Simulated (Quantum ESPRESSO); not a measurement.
# NbP (I4_1md) in Quantum ESPRESSO: convergence with SCF threshold

Aim: find how far SCF threshold must go before the results for NbP settle, at LDA. This setting moves, with any that are tied to it; all else stays.

All numbers are computed with Quantum ESPRESSO 7.5; they aren't measurements. Logs are shortened: lines on timing, memory, paths and dates and some standing lists are left out, and cuts for length are marked.

**1. The structure**

The structure is tetragonal, space group I4_1md (No. 109). The conventional cell has a = 3.350 Å, b = 3.350 Å, c = 11.480 Å, α = 90.00°, β = 90.00°, γ = 90.00°. Around Nb (site symmetry 2mm) lie 6 P at 2.55 Å. P (site symmetry 2mm) is surrounded by 6 Nb at 2.55 Å.

The cell is a database's computed one.

**2. With SCF threshold 0.001 Ry**

pw.in reads:

```
&CONTROL
  calculation = 'scf'
  prefix = 'pwscf'
  outdir = './tmp'
  pseudo_dir = './pseudo'
  tprnfor = .true.
  tstress = .true.
  disk_io = 'nowf'
/
&SYSTEM
  ibrav = 0
  nat = 4
  ntyp = 2
  ecutwfc = 36
  ecutrho = 216
  nbnd = 26
  occupations = 'smearing'
  smearing = 'fd'
  degauss = 0.00734986
/
&ELECTRONS
  conv_thr = 0.001
  electron_maxstep = 120
  mixing_beta = 0.5
/
ATOMIC_SPECIES
Nb    92.9064 Nb.LDA_PW-JTH.UPF
P     30.9738 P.LDA_PW-JTH.UPF
CELL_PARAMETERS angstrom
  -1.6749232544    1.6749232544    5.7401081759
   1.6749232544   -1.6749232544    5.7401081759
   1.6749232544    1.6749232544   -5.7401081759
ATOMIC_POSITIONS crystal
Nb     0.2498808000    0.7498808000    0.5000000000
Nb     0.4998808000    0.4998808000    0.0000000000
P      0.8327477700    0.3327477700    0.5000000000
P      0.0827477700    0.0827477700    0.0000000000
K_POINTS automatic
11 11 11 0 0 0
```

Potentials or basis: JTH 2.0 LDA.

On the command line:

```bash
$ OMP_NUM_THREADS=1 pw.x -in pw.in > pw.out
```

It took 1.7 min on 1 thread of Arm Neoverse V1, shared host; peak memory 0.2 GiB.

What came out:

| Item | Value |
| --- | --- |
| Free energy | -10327.2385 eV |
| Pressure | -7.1 GPa |
| Largest force | 0.010 eV/Å |
| Band gap on the k mesh | none (metal or under the smearing width) |

**3. With SCF threshold 0.0001 Ry**

pw.in: that of step 2 with these lines changed.

```diff
@@ -21,3 +21,3 @@
 &ELECTRONS
-  conv_thr = 0.001
+  conv_thr = 0.0001
   electron_maxstep = 120
```

Potentials or basis: JTH 2.0 LDA.

On the command line:

```bash
$ OMP_NUM_THREADS=1 pw.x -in pw.in > pw.out
```

Wall time 2.2 min (1 thread of Arm Neoverse V1, shared host); peak memory 0.2 GiB.

Results:

* Free energy: -10327.2394 eV
* Pressure: -9.9 GPa
* Largest force: 0.008 eV/Å
* Band gap on the k mesh: none (metal or under the smearing width)

**4. With SCF threshold 1e-05 Ry**

pw.in: that of step 3 with these lines changed.

```diff
@@ -21,3 +21,3 @@
 &ELECTRONS
-  conv_thr = 0.0001
+  conv_thr = 1d-05
   electron_maxstep = 120
```

On the command line:

```bash
$ OMP_NUM_THREADS=1 pw.x -in pw.in > pw.out
```

Wall time 2.5 min (1 thread of Arm Neoverse V1, shared host); peak memory 0.2 GiB.

What came out:

| Quantity | Value |
| --- | --- |
| Free energy | -10327.2394 eV |
| Pressure | -9.6 GPa |
| Largest force | 0.009 eV/Å |
| Band gap on the k mesh | none (metal or under the smearing width) |

**5. With SCF threshold 1e-06 Ry**

pw.in: that of step 4 with these lines changed.

```diff
@@ -21,3 +21,3 @@
 &ELECTRONS
-  conv_thr = 1d-05
+  conv_thr = 1d-06
   electron_maxstep = 120
```

On the command line:

```bash
$ OMP_NUM_THREADS=1 pw.x -in pw.in > pw.out
```

Run time: 2.5 min. Hardware: 1 thread of Arm Neoverse V1, shared host; peak memory 0.2 GiB.

Results:

```yaml
Free_energy: -10327.2394 eV
Pressure: -9.6 GPa
Largest_force: 0.009 eV/Å
Band_gap_on_the_k_mesh: none (metal or under the smearing width)
```

**6. With SCF threshold 1e-07 Ry**

pw.in: that of step 5 with these lines changed.

```diff
@@ -21,3 +21,3 @@
 &ELECTRONS
-  conv_thr = 1d-06
+  conv_thr = 1d-07
   electron_maxstep = 120
```

Potentials or basis: JTH 2.0 LDA.

On the command line:

```bash
$ OMP_NUM_THREADS=1 pw.x -in pw.in > pw.out
```

Run time: 3.2 min. Hardware: 1 thread of Arm Neoverse V1, shared host; peak memory 0.2 GiB.

It converged, with:

```
Free energy            : -10327.2394 eV
Pressure               : -9.5 GPa
Largest force          : 0.010 eV/Å
Band gap on the k mesh : none (metal or under the smearing width)
```

**7. With SCF threshold 1e-08 Ry**

pw.in: that of step 6 with these lines changed.

```diff
@@ -21,3 +21,3 @@
 &ELECTRONS
-  conv_thr = 1d-07
+  conv_thr = 1d-08
   electron_maxstep = 120
```

On the command line:

```bash
$ OMP_NUM_THREADS=1 pw.x -in pw.in > pw.out
```

It took 3.6 min on 1 thread of Arm Neoverse V1, shared host; peak memory 0.2 GiB.

The run converged. Its results:

```
Free energy            : -10327.2394 eV
Pressure               : -9.6 GPa
Largest force          : 0.010 eV/Å
Band gap on the k mesh : none (metal or under the smearing width)
```

**8. With SCF threshold 1e-10 Ry**

pw.in: that of step 7 with these lines changed.

```diff
@@ -21,3 +21,3 @@
 &ELECTRONS
-  conv_thr = 1d-08
+  conv_thr = 1d-10
   electron_maxstep = 120
```

On the command line:

```bash
$ OMP_NUM_THREADS=1 pw.x -in pw.in > pw.out
```

Wall time 4 min (1 thread of Arm Neoverse V1, shared host); peak memory 0.2 GiB.

It converged, with:

- Free energy: -10327.2394 eV
- Pressure: -9.6 GPa
- Largest force: 0.010 eV/Å
- Band gap on the k mesh: none (metal or under the smearing width)

**9. With SCF threshold 1e-12 Ry**

pw.in: that of step 8 with these lines changed.

```diff
@@ -21,3 +21,3 @@
 &ELECTRONS
-  conv_thr = 1d-10
+  conv_thr = 1d-12
   electron_maxstep = 120
```

Potentials or basis: JTH 2.0 LDA.

On the command line:

```bash
$ OMP_NUM_THREADS=1 pw.x -in pw.in > pw.out
```

pw.out:

```text
This program is part of the open-source Quantum ESPRESSO suite
     for quantum simulation of materials; please cite
         "P. Giannozzi et al., J. Phys.:Condens. Matter 21 395502 (2009);
         "P. Giannozzi et al., J. Phys.:Condens. Matter 29 465901 (2017);
         "P. Giannozzi et al., J. Chem. Phys. 152 154105 (2020);
     in publications or presentations arising from this work. More details at

     file Nb.LDA_PW-JTH.UPF: wavefunction(s)  5S 5P 4D 0D renormalized
     file P.LDA_PW-JTH.UPF: wavefunction(s)  0S 0P renormalized
     Message from routine setup:
     using ibrav=0 with symmetry is DISCOURAGED, use correct ibrav instead

     G-vector sticks info
     --------------------
     sticks:   dense  smooth     PW     G-vecs:    dense   smooth      PW
     Sum        1667    1113    369                23351    12617    2461

     Using Slab Decomposition

     bravais-lattice index     =            0
     lattice parameter (alat)  =      11.7345  a.u.
     unit-cell volume          =     434.6768 (a.u.)^3
     number of atoms/cell      =            4
     number of atomic types    =            2
     number of electrons       =        36.00
     number of Kohn-Sham states=           26
     kinetic-energy cutoff     =      36.0000  Ry
     charge density cutoff     =     216.0000  Ry
     scf convergence threshold =      1.0E-12
     mixing beta               =       0.5000
     number of iterations used =            8  plain     mixing
     Exchange-correlation= SLA PW NOGX NOGC
                           (   1   4   0   0   0   0   0)

     celldm(1)=  11.734511  celldm(2)=   0.000000  celldm(3)=   0.000000
     celldm(4)=   0.000000  celldm(5)=   0.000000  celldm(6)=   0.000000

     crystal axes: (cart. coord. in units of alat)
               a(1) = (  -0.269730   0.269730   0.924387 )
               a(2) = (   0.269730  -0.269730   0.924387 )
               a(3) = (   0.269730   0.269730  -0.924387 )

     reciprocal axes: (cart. coord. in units 2 pi/alat)
               b(1) = (  0.000000  1.853708  0.540899 )
               b(2) = (  1.853708  0.000000  0.540899 )
               b(3) = (  1.853708  1.853708  0.000000 )

     PseudoPot. # 1 for Nb read from file:
     Nb.LDA_PW-JTH.UPF
     Pseudo is Projector augmented-wave + core cor, Zval = 13.0
     Generated using ATOMPAW code
     Shape of augmentation charge: BESSEL
     Using radial grid of 1074 points,  6 beta functions with:
                l(1) =   0
                l(2) =   0
                l(3) =   1
                l(4) =   1
                l(5) =   2
                l(6) =   2
     Q(r) pseudized with 0 coefficients

     PseudoPot. # 2 for P  read from file:
     P.LDA_PW-JTH.UPF
     Pseudo is Projector augmented-wave + core cor, Zval =  5.0
     Generated using ATOMPAW code
     Shape of augmentation charge: SINC**2
     Using radial grid of  994 points,  4 beta functions with:
                l(1) =   0
                l(2) =   0
                l(3) =   1
                l(4) =   1
     Q(r) pseudized with 0 coefficients

     atomic species   valence    mass     pseudopotential
     Nb               13.00    92.90640     Nb( 1.00)
     P                 5.00    30.97380     P ( 1.00)

      8 Sym. Ops. (no inversion) found ( 4 have fractional translation)

   Cartesian axes

     site n.     atom                  positions (alat units)
         1        Nb     tau(   1) = (   0.2697297   0.0000000   0.4619732  )
         2        Nb     tau(   2) = (  -0.0000000  -0.0000000   0.9241669  )
         3        P      tau(   3) = (   0.0000000   0.2697297   0.6151756  )
         4        P      tau(   4) = (   0.0000000   0.0000000   0.1529820  )

     number of k points=   126  Fermi-Dirac smearing, width (Ry)=  0.0073

     Number of k-points >= 100: set verbosity='high' to print them.

     Dense  grid:    23351 G-vectors     FFT dimensions: (  60,  60,  60)

     Smooth grid:    12617 G-vectors     FFT dimensions: (  48,  48,  48)

     Check: negative core charge=   -0.000009

     Initial potential from superposition of free atoms

     starting charge      35.9964, renormalised to      36.0000

     negative rho (up, down):  2.257E-04 0.000E+00
     Starting wfcs are   52 randomized atomic wfcs

     Self-consistent Calculation

     iteration #  1     ecut=    36.00 Ry     beta= 0.50
     Davidson diagonalization with overlap
     ethr =  1.00E-02,  avg # of iterations =  2.8

     negative rho (up, down):  9.011E-04 0.000E+00

     total energy              =    -758.84882689 Ry
     estimated scf accuracy    <       0.57734192 Ry

     iteration #  2     ecut=    36.00 Ry     beta= 0.50
     Davidson diagonalization with overlap
     ethr =  1.60E-03,  avg # of iterations =  2.0

     negative rho (up, down):  9.996E-04 0.000E+00

     total energy              =    -759.00294884 Ry
     estimated scf accuracy    <       0.18631680 Ry

     iteration #  3     ecut=    36.00 Ry     beta= 0.50
     Davidson diagonalization with overlap
     ethr =  5.18E-04,  avg # of iterations =  1.5

     negative rho (up, down):  1.374E-03 0.000E+00

     total energy              =    -759.03666481 Ry
     estimated scf accuracy    <       0.00495513 Ry

     iteration #  4     ecut=    36.00 Ry     beta= 0.50
     Davidson diagonalization with overlap
     ethr =  1.38E-05,  avg # of iterations =  6.1

     negative rho (up, down):  1.411E-03 0.000E+00

     total energy              =    -759.03804220 Ry
     estimated scf accuracy    <       0.00021355 Ry

     iteration #  5     ecut=    36.00 Ry     beta= 0.50
     Davidson diagonalization with overlap
     ethr =  5.93E-07,  avg # of iterations =  3.8

     negative rho (up, down):  1.438E-03 0.000E+00

     total energy              =    -759.03809623 Ry
     estimated scf accuracy    <       0.00001751 Ry

     iteration #  6     ecut=    36.00 Ry     beta= 0.50
     Davidson diagonalization with overlap
     ethr =  4.86E-08,  avg # of iterations =  2.2

     negative rho (up, down):  1.440E-03 0.000E+00

     total energy              =    -759.03809743 Ry
     estimated scf accuracy    <       0.00000098 Ry

     iteration #  7     ecut=    36.00 Ry     beta= 0.50
     Davidson diagonalization with overlap
     ethr =  2.72E-09,  avg # of iterations =  3.4

     negative rho (up, down):  1.441E-03 0.000E+00

     total energy              =    -759.03809763 Ry
     estimated scf accuracy    <       0.00000044 Ry

     iteration #  8     ecut=    36.00 Ry     beta= 0.50
     Davidson diagonalization with overlap
     ethr =  1.22E-09,  avg # of iterations =  2.0

     negative rho (up, down):  1.441E-03 0.000E+00

     total energy              =    -759.03809774 Ry
     estimated scf accuracy    <       0.00000001 Ry

     iteration #  9     ecut=    36.00 Ry     beta= 0.50
     Davidson diagonalization with overlap
     ethr =  3.00E-11,  avg # of iterations =  2.9

     negative rho (up, down):  1.441E-03 0.000E+00

     total energy              =    -759.03809774 Ry
     estimated scf accuracy    <          2.2E-10 Ry

     iteration # 10     ecut=    36.00 Ry     beta= 0.50
     Davidson diagonalization with overlap
     ethr =  6.12E-13,  avg # of iterations =  4.3

     negative rho (up, down):  1.441E-03 0.000E+00

     total energy              =    -759.03809774 Ry
     estimated scf accuracy    <          3.1E-11 Ry

     iteration # 11     ecut=    36.00 Ry     beta= 0.50
     Davidson diagonalization with overlap
     ethr =  1.00E-13,  avg # of iterations =  2.0

     negative rho (up, down):  1.441E-03 0.000E+00

     End of self-consistent calculation

     Number of k-points >= 100: set verbosity='high' to print the bands.

     the Fermi energy is    14.4226 ev

!    total energy              =    -759.03809774 Ry
     total all-electron energy =      -759.038098 Ry
     estimated scf accuracy    <          9.3E-13 Ry
     smearing contrib. (-TS)   =      -0.00222293 Ry
     internal energy E=F+TS    =    -759.03587481 Ry

     The total energy is F=E-TS. E is the sum of the following terms:
     one-electron contribution =     -35.62944964 Ry
     hartree contribution      =      44.57497636 Ry
     xc contribution           =     -39.82520442 Ry
     ewald contribution        =    -215.34026749 Ry
     one-center paw contrib.   =    -512.81592964 Ry

     convergence has been achieved in  11 iterations

     negative rho (up, down):  1.441E-03 0.000E+00

     Forces acting on atoms (cartesian axes, Ry/au):

     atom    1 type  1   force =    -0.00000000   -0.00000000    0.00037589
     atom    2 type  1   force =    -0.00000000   -0.00000000    0.00037589
     atom    3 type  2   force =     0.00000000    0.00000000   -0.00037589
     atom    4 type  2   force =     0.00000000    0.00000000   -0.00037589

     Total force =     0.000752     Total SCF correction =     0.000000

     Computing stress (Cartesian axis) and pressure

     negative rho (up, down):  1.441E-03 0.000E+00
          total   stress  (Ry/bohr**3)                   (kbar)     P=      -95.57
  -0.00065648   0.00000000   0.00000000          -96.57        0.00        0.00
   0.00000000  -0.00065648   0.00000000            0.00      -96.57        0.00
  -0.00000000  -0.00000000  -0.00063607           -0.00       -0.00      -93.57

=------------------------------------------------------------------------------=
   JOB DONE.
=------------------------------------------------------------------------------=
```

Run time: 4.3 min. Hardware: 1 thread of Arm Neoverse V1, shared host; peak memory 0.21 GiB.

What came out:

| Property | Result |
| --- | --- |
| Free energy | -10327.2394 eV |
| Pressure | -9.6 GPa |
| Largest force | 0.010 eV/Å |
| Band gap on the k mesh | none (metal or under the smearing width) |

**10. The series at a glance**

| SCF threshold | energy less the tightest run, at zero smearing (meV/atom) | pressure (GPa) | largest force (eV/Å) | SCF cycles | CPU time (s) | peak memory (GiB) |
| --- | --- | --- | --- | --- | --- | --- |
| 0.001 Ry | 0.28 | -7.10 | 0.010 | 4 | 100 | 0.2 |
| 0.0001 Ry | 0.00 | -9.91 | 0.008 | 5 | 130 | 0.2 |
| 1e-05 Ry | 0.00 | -9.56 | 0.009 | 6 | 150 | 0.2 |
| 1e-06 Ry | 0.00 | -9.56 | 0.009 | 6 | 150 | 0.2 |
| 1e-07 Ry | 0.00 | -9.54 | 0.010 | 8 | 190 | 0.2 |
| 1e-08 Ry | 0.00 | -9.56 | 0.010 | 9 | 210 | 0.2 |
| 1e-10 Ry | 0.00 | -9.56 | 0.010 | 10 | 240 | 0.2 |
| 1e-12 Ry | 0.00 | -9.56 | 0.010 | 11 | 260 | 0.21 |

Against the tightest run, the energy stays within 1 meV/atom from 0.001 Ry on; the pressure stays within 0.1 GPa from 1e-05 Ry on; the largest force stays within 0.005 eV/Å from 0.001 Ry on. The tightest run that finished is the yardstick and may itself not be fully converged.

Caveats: the cutoff is low for these files, which shifts pressure and relaxed volume.
